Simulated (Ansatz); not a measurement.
# WC (Cmmm) in Ansatz: notebook

One crystal, WC, is run at these levels: PBE; tasks: single point.

Everything below comes from runs of Ansatz 0.2.0. Logs are shortened: lines on timing, memory, paths and dates and some standing lists are left out, and cuts for length are marked.

### 1 Starting point

The structure is orthorhombic, space group Cmmm (No. 65). The conventional cell has a = 3.281 Å, b = 4.236 Å, c = 4.309 Å, α = 90.00°, β = 90.00°, γ = 90.00°. Around W (site symmetry mmm) lie 4 W at 2.68 Å and 8 C at 2.71 to 3.02 Å. C (site symmetry mmm) is surrounded by 4 C at 2.68 Å and 8 W at 2.71 to 3.02 Å.

The cell was built by a generator and needn't be a form met in nature.

### 2 Single point, PBE

File input.yaml:

```yaml
crystal:
  lattice:
    - [1.64034611, -2.1180379, 0.0]
    - [1.64034611, 2.1180379, 0.0]
    - [0.0, 0.0, 4.3094211]
  atoms:
    - { symbol: W, position: [0.5, 0.5, 0.5] }
    - { symbol: C, position: [0.0, 0.0, 0.0] }
hamiltonian:
  xc: pbe
  pseudopotentials: { kind: paw }
kpoints:
  mp_grid: { grid: [10, 10, 6] }
scf:
  occupations: { method: gaussian, width: 0.022 }
output:
  forces: true
  stress: true
  eigenvalues: true
```

Potentials or basis: Ansatz PAW.

Started as:

```
ansatz run input.yaml --threads 2 --pin off --max-ram 5632MiB --backend cpu --events-out ev --progress --plain --runs-dir out
```

Log:

```text
Warning: RAYON_NUM_THREADS=2 ignored (pool sized by the plan → 2); use --threads N
Engine: ansatz 0.2.0, aarch64-unknown-linux-gnu
Pseudopotentials: kind: paw
Pseudopotential: W, paw, valence charge 14, recommended cutoff 420 eV (normal), W.paw.azcp
Pseudopotential: C, paw, valence charge 4, recommended cutoff 420 eV (normal), C.paw.azcp
Functional definition: PBE
  parameter kappa = 0.804
  parameter beta = 0.06672455060314922
  exchange = pbe_x(kappa = kappa, mu = beta*pi^2/3)
  correlation = pbe_c(beta = beta)
Crystal: 2 atoms, lattice volume = 29.945 Å³
Basis set: ecut = 420 eV, 577 PW (Γ), exchange–correlation on 36×36×60 points (8 copies of the dense FFT grid, shifted against one another)
Bands: 13, of which v1, the nominal top of the filled ones, is band 9 counted from 1 (8 counted from 0)
Symmetry: 8 space group operations
Space group: Cmmm (ITA 65), of the structure as read, at distance tolerance 3.1e-5 Å
k-points: 124 of 600
Non-local potential: W, projectors of the file, l = 0: 3, l = 1: 2, l = 2: 2, l = 3: 1
Non-local potential: C, projectors of the file, l = 0: 2, l = 1: 2, l = 2: 1
PAW form: soft (Blöchl's): semilocal exchange-correlation on the pseudo side does not see the compensation charge
PAW one-centre angular grid: W, 590 points (default); XC on 64 Gauss nodes
PAW one-centre angular grid: C, 110 points (default); XC on 64 Gauss nodes
Initial density: superposition of atomic densities (neutral atoms: chi_scale 0, normalization atom), corrected by the library's trained network
Initial wavefunctions: pseudopotential atomic-orbital guess
Functional: x = pbe(κ = 0.804, μ = 0.2195149727645171), c = pbe(β = 0.06672455060314922)
SCF iter   1: F=—  HF=-10630.275944 eV  |F-HF|=—  |Δ(HF+E_count)|=         —  Δρ=8.09e-3  dr2=1.50e-2  ethr=1.77e-3  ⟨swp⟩=5.9  Hψ=7982  notcnv=0
preconditioner: auto → none  [insulator: Δε(μ)=0.035 eV  Ē_g=6.205 eV  σ=0.022 eV  W_gap=0.67  n_scr=6 (ndim 8)  ℏωp=21.5 eV  f_vac=0.000  D(μ)=1.31/eV (n_scr^D=6)  ε∞_Penn≈13.0]
SCF iter   2: F=—  HF=-10630.274936 eV  |F-HF|=—  |Δ(HF+E_count)|=   1.01e-3  Δρ=3.36e-3  dr2=1.95e-3  ethr=8.34e-5  ⟨swp⟩=2.0  Hψ=2953  notcnv=0  defer=19
SCF iter   3: F=—  HF=-10630.275074 eV  |F-HF|=—  |Δ(HF+E_count)|=   1.37e-4  Δρ=5.37e-4  dr2=2.62e-5  ethr=1.08e-5  ⟨swp⟩=1.5  Hψ=1728  notcnv=0  defer=25
SCF iter   4: F=—  HF=-10630.275104 eV  |F-HF|=—  |Δ(HF+E_count)|=   3.08e-5  Δρ=7.45e-5  dr2=8.83e-7  ethr=1.46e-7  ⟨swp⟩=2.3  Hψ=2256  notcnv=0  defer=25
iter 5 did not close the SCF: its close was put off for the readings that it lacked (scf_convergence_deferred on its scf_iter line)
SCF iter   5: F=-10630.275105 eV  HF=-10630.275105 eV  |F-HF|=8.39e-9  |Δ(HF+E_count)|=   4.79e-7  Δρ=1.11e-5  dr2=1.70e-8  ethr=4.91e-9  ⟨swp⟩=2.5  Hψ=2451  notcnv=0  defer=25
SCF iter   6: F=-10630.275105 eV  HF=-10630.275105 eV  |F-HF|=2.09e-10  |Δ(HF+E_count)|=   1.33e-8  Δρ=2.24e-6  dr2=6.27e-10  ethr=9.46e-11  ⟨swp⟩=2.7  Hψ=5912  notcnv=0
SCF 1 converged in 6 iterations: F = -10630.275105 eV  dr2 = 6.27e-10
SCF converged after 6 iterations
Free energy (F): -10630.275105 eV
Harris-Foulkes:  -10630.275105 eV  (|F-HF|=2.09e-10)
Internal energy: -10630.274658 eV  (E = F + TS)
E sigma→0 (E₀):  -10630.274881 eV
Entropy (-TS):   -0.000447 eV (-0.223 meV/atom)
Fermi energy:    13.712033 eV
--- Per-component energies (eV) ---
  E_band       = -178.184092
  E_kinetic    = 517.332976
  E_local      = -1022.232023  (includes V_loc(G=0)·N_el)
  E_nonlocal   = 29.429430
  E_hartree    = 357.749948
  E_xc         = -308.077811
  E_vxc        = -289.173724  (∫ρ·V_xc dr)
  E_paw        = -8659.636979  (= ΣΔE_a)
  E_vpaw       = -129.039930  (= ΣTr[D̂ρ^β])
  E_aug_tail   = -0.000072  (compensation charges beyond the density's cutoff)
  E_ewald      = -1544.840126
  E_smearing   = -0.000447  (= −TS)
  E_closure    = 0.000000  (closes the sum)
  Σ components = -10630.275105   (vs F -10630.275105, Δ=0.00e0)
--- Forces (eV/Å), atoms counted from 1 ---
  atom   1  W      0.00000000     0.00000000     0.00000000
  atom   2  C     -0.00000000     0.00000000     0.00000000
  max |Σ_I F_I| component: 9.86e-32 eV/Å
--- Stress (GPa, compression-positive) ---
      -35.198363       0.000000       0.000000
        0.000000      -2.276289       0.000000
        0.000000       0.000000     -58.890977
  P = ⅓ Tr σ = -32.1219 GPa (-321.219 kbar)
--- Band table (eV; the first three rows and the last of 124) ---
  k-point 0: bands = ["-61.0138", "-25.3582", "-24.7077", "-24.4468", "1.4144", "8.1165", "10.2910", "10.4964", "15.5187", "15.7712", "15.8088", "16.3622", "16.4155"]
  k-point 1: bands = ["-61.0138", "-25.3600", "-24.7077", "-24.4468", "1.6016", "7.4689", "10.2974", "10.7032", "14.7122", "16.0931", "16.1586", "16.7450", "16.7919"]
  k-point 2: bands = ["-61.0138", "-25.3636", "-24.7075", "-24.4467", "2.0609", "6.3411", "10.3102", "10.9428", "14.1130", "15.8350", "16.2711", "17.2520", "17.7067"]
  k-point 123: bands = ["-60.8622", "-25.6585", "-25.3402", "-25.1337", "6.3355", "8.0188", "8.6881", "10.8290", "13.9171", "14.7734", "16.3521", "17.3285", "17.8713"]
```

It took 1.1 s on 2 threads of Arm Neoverse V2, shared host; peak memory 0.32 GiB.

Results:

```yaml
Free_energy: -10630.2751 eV
Pressure: -32.1 GPa
Band_gap_on_the_k_mesh: none (metal or under the smearing width)
```

Caveat: a pressure of tens of GPa on the cell as given is suspect, and the run, the potentials or the cell itself is likely at fault. Spin-orbit coupling is left out, which matters for the levels of W.

### 3 Single point, PBE

Edit input.yaml of step 2 so:

```diff
@@ -14,3 +14,3 @@
 scf:
-  occupations: { method: gaussian, width: 0.022 }
+  occupations: { method: gaussian, width: 0.023 }
 output:
```

Potentials or basis: Ansatz PAW.

Started as:

```
ansatz run input.yaml --threads 2 --pin off --max-ram 5632MiB --backend cpu --events-out ev --progress --plain --runs-dir out
```

Wall time 1.1 s (2 threads of Arm Neoverse V2, shared host); peak memory 0.32 GiB.

Results (log left out):

- Free energy: -10630.2751 eV
- Pressure: -32.1 GPa
- Band gap on the k mesh: none (metal or under the smearing width)

Stress tensor (GPa, compression positive):
```
-35.20   0.00   0.00
  0.00  -2.28   0.00
  0.00   0.00 -58.89
```

Levels at points of the mesh, in eV from the Fermi level:
```
              k point  band 7  band 8  band 9  band 10  band 11  band 12
   (0.00, 0.00, 0.00)   -3.42   -3.22    1.81     2.06     2.10     2.65
  (0.00, 0.00, -0.50)   -3.40   -2.68    0.19     2.03     2.58     3.66
  (0.00, -0.50, 0.00)   -4.82   -3.71    1.84     1.87     2.58     3.50
 (0.00, -0.50, -0.50)   -3.94   -2.49   -0.69     0.21     2.20     2.35
 (-0.50, -0.50, 0.00)   -3.31   -2.62   -0.90    -0.75    -0.20     0.99
(-0.50, -0.50, -0.50)   -5.02   -2.88    0.21     1.06     2.64     3.62
```

Caveat: a pressure of tens of GPa on the cell as given is suspect, and the run, the potentials or the cell itself is likely at fault. The run has no spin-orbit coupling, so splittings on W are missing.

### 4 Single point, PBE

Edit input.yaml of step 3 so:

```diff
@@ -14,3 +14,3 @@
 scf:
-  occupations: { method: gaussian, width: 0.023 }
+  occupations: { method: gaussian, width: 0.024 }
 output:
@@ -19 +19,5 @@
   eigenvalues: true
+  write_density: true
+  write_potential: true
+  elf: true
+  volumetric_format: npy
```

Potentials or basis: Ansatz PAW.

Started as:

```
ansatz run input.yaml --threads 2 --pin off --max-ram 5632MiB --backend cpu --events-out ev --progress --plain --runs-dir out
```

Log:

```text
Warning: RAYON_NUM_THREADS=2 ignored (pool sized by the plan → 2); use --threads N
[... 9 set-up lines as earlier in the session ...]
Crystal: 2 atoms, lattice volume = 29.945 Å³
Basis set: ecut = 420 eV, 577 PW (Γ), exchange–correlation on 36×36×60 points (8 copies of the dense FFT grid, shifted against one another)
Bands: 13, of which v1, the nominal top of the filled ones, is band 9 counted from 1 (8 counted from 0)
[... 2 set-up lines as earlier in the session ...]
k-points: 124 of 600
[... 8 set-up lines as earlier in the session ...]
SCF iter   1: F=—  HF=-10630.275975 eV  |F-HF|=—  |Δ(HF+E_count)|=         —  Δρ=8.09e-3  dr2=1.50e-2  ethr=1.77e-3  ⟨swp⟩=5.9  Hψ=7970  notcnv=0
preconditioner: auto → none  [insulator: Δε(μ)=0.035 eV  Ē_g=6.205 eV  σ=0.024 eV  W_gap=0.64  n_scr=6 (ndim 8)  ℏωp=21.5 eV  f_vac=0.000  D(μ)=1.37/eV (n_scr^D=14)  ε∞_Penn≈13.0]
SCF iter   2: F=—  HF=-10630.274982 eV  |F-HF|=—  |Δ(HF+E_count)|=   9.93e-4  Δρ=3.36e-3  dr2=1.97e-3  ethr=8.32e-5  ⟨swp⟩=2.0  Hψ=2952  notcnv=0  defer=19
SCF iter   3: F=—  HF=-10630.275117 eV  |F-HF|=—  |Δ(HF+E_count)|=   1.35e-4  Δρ=5.36e-4  dr2=2.63e-5  ethr=1.10e-5  ⟨swp⟩=1.4  Hψ=1712  notcnv=0  defer=24
SCF iter   4: F=—  HF=-10630.275147 eV  |F-HF|=—  |Δ(HF+E_count)|=   3.04e-5  Δρ=7.81e-5  dr2=9.23e-7  ethr=1.46e-7  ⟨swp⟩=2.3  Hψ=2274  notcnv=0  defer=24
iter 5 did not close the SCF: its close was put off for the readings that it lacked (scf_convergence_deferred on its scf_iter line)
SCF iter   5: F=-10630.275148 eV  HF=-10630.275148 eV  |F-HF|=9.12e-9  |Δ(HF+E_count)|=   5.49e-7  Δρ=1.13e-5  dr2=1.76e-8  ethr=5.13e-9  ⟨swp⟩=2.6  Hψ=2463  notcnv=0  defer=24
SCF iter   6: F=-10630.275148 eV  HF=-10630.275148 eV  |F-HF|=2.04e-10  |Δ(HF+E_count)|=   1.41e-8  Δρ=2.24e-6  dr2=6.25e-10  ethr=9.76e-11  ⟨swp⟩=6.1  Hψ=9130  notcnv=0
SCF 1 converged in 6 iterations: F = -10630.275148 eV  dr2 = 6.25e-10
SCF converged after 6 iterations
Free energy (F): -10630.275148 eV
Harris-Foulkes:  -10630.275148 eV  (|F-HF|=2.04e-10)
Internal energy: -10630.274611 eV  (E = F + TS)
E sigma→0 (E₀):  -10630.274879 eV
Entropy (-TS):   -0.000537 eV (-0.269 meV/atom)
Fermi energy:    13.711322 eV
--- Per-component energies (eV) ---
  E_band       = -178.183056
  E_kinetic    = 517.334756
  E_local      = -1022.234327  (includes V_loc(G=0)·N_el)
  E_nonlocal   = 29.428994
  E_hartree    = 357.751128
  E_xc         = -308.077443
  E_vxc        = -289.173284  (∫ρ·V_xc dr)
  E_paw        = -8659.637519  (= ΣΔE_a)
  E_vpaw       = -129.040755  (= ΣTr[D̂ρ^β])
  E_aug_tail   = -0.000072  (compensation charges beyond the density's cutoff)
  E_ewald      = -1544.840126
  E_smearing   = -0.000537  (= −TS)
  E_closure    = 0.000000  (closes the sum)
  Σ components = -10630.275148   (vs F -10630.275148, Δ=0.00e0)
--- Forces (eV/Å), atoms counted from 1 ---
  atom   1  W     -0.00000000     0.00000000     0.00000000
  atom   2  C      0.00000000     0.00000000     0.00000000
  max |Σ_I F_I| component: 6.31e-30 eV/Å
--- Stress (GPa, compression-positive) ---
      -35.206597       0.000000       0.000000
        0.000000      -2.287544       0.000000
        0.000000       0.000000     -58.896680
  P = ⅓ Tr σ = -32.1303 GPa (-321.303 kbar)
--- Band table (eV; the first three rows and the last of 124) ---
  k-point 0: bands = ["-61.0137", "-25.3579", "-24.7076", "-24.4468", "1.4144", "8.1164", "10.2909", "10.4965", "15.5188", "15.7712", "15.8089", "16.3623", "16.4155"]
  k-point 1: bands = ["-61.0136", "-25.3598", "-24.7076", "-24.4468", "1.6016", "7.4688", "10.2973", "10.7033", "14.7123", "16.0931", "16.1586", "16.7451", "16.7920"]
  k-point 2: bands = ["-61.0136", "-25.3634", "-24.7074", "-24.4467", "2.0609", "6.3410", "10.3101", "10.9429", "14.1131", "15.8350", "16.2711", "17.2520", "17.7068"]
  k-point 123: bands = ["-60.8621", "-25.6585", "-25.3401", "-25.1335", "6.3355", "8.0187", "8.6881", "10.8291", "13.9172", "14.7734", "16.3521", "17.3285", "17.8713"]
```

v_z.tsv:

```text
# z_ang	v_es[eV]	v_tot[eV]
# format = ansatz-planar-average/11
# xc	pbe
# density_cutoff_ev	1680
# datasets	W=:simpson_from_first_knot:soft	C=:simpson_from_first_knot:soft
# lattice	1.640346110	-2.118037900	0.000000000
# lattice	1.640346110	2.118037900	0.000000000
# lattice	0.000000000	0.000000000	4.309421100
# sites	2
# site	74	1.640346110	0.000000000	2.154710550
# site	6	0.000000000	0.000000000	0.000000000
0.000000	4.834618e0	-6.619758e0
0.143647	5.718473e0	-5.640754e0
0.287295	7.969585e0	-3.131784e0
0.430942	1.074235e1	-1.134557e-2
0.574589	1.311284e1	2.754563e0
0.718237	1.427157e1	4.297385e0
[... 22 lines left out ...]
4.022126	7.969585e0	-3.131784e0
4.165774	5.718473e0	-5.640754e0
```

Wall time 1.5 s (2 threads of Arm Neoverse V2, shared host); peak memory 0.32 GiB.

What came out:

* Free energy: -10630.2751 eV
* Pressure: -32.1 GPa
* Band gap on the k mesh: none (metal or under the smearing width)

Caveat: a pressure of tens of GPa on the cell as given is suspect, and the run, the potentials or the cell itself is likely at fault. The run has no spin-orbit coupling, so splittings on W are missing.

### 5 Summary

```tsv
smearing	gap on the mesh (eV)	pressure (GPa)
gaussian 0.022 eV	none	-32.1
gaussian 0.023 eV	none	-32.1
gaussian 0.024 eV	none	-32.1
```

Alike in all rows: task single point; level PBE; potentials or basis Ansatz PAW; no spin polarisation; cell as given; k mesh 10 × 10 × 6; cutoff (eV) 420.

Every run on the cell as given and a fine mesh finds a metal.

Caveats: a pressure of tens of GPa on the cell as given is suspect, and the run, the potentials or the cell itself is likely at fault.

Total energies depend on the potentials used, so only differences within one code and one set of settings carry meaning.
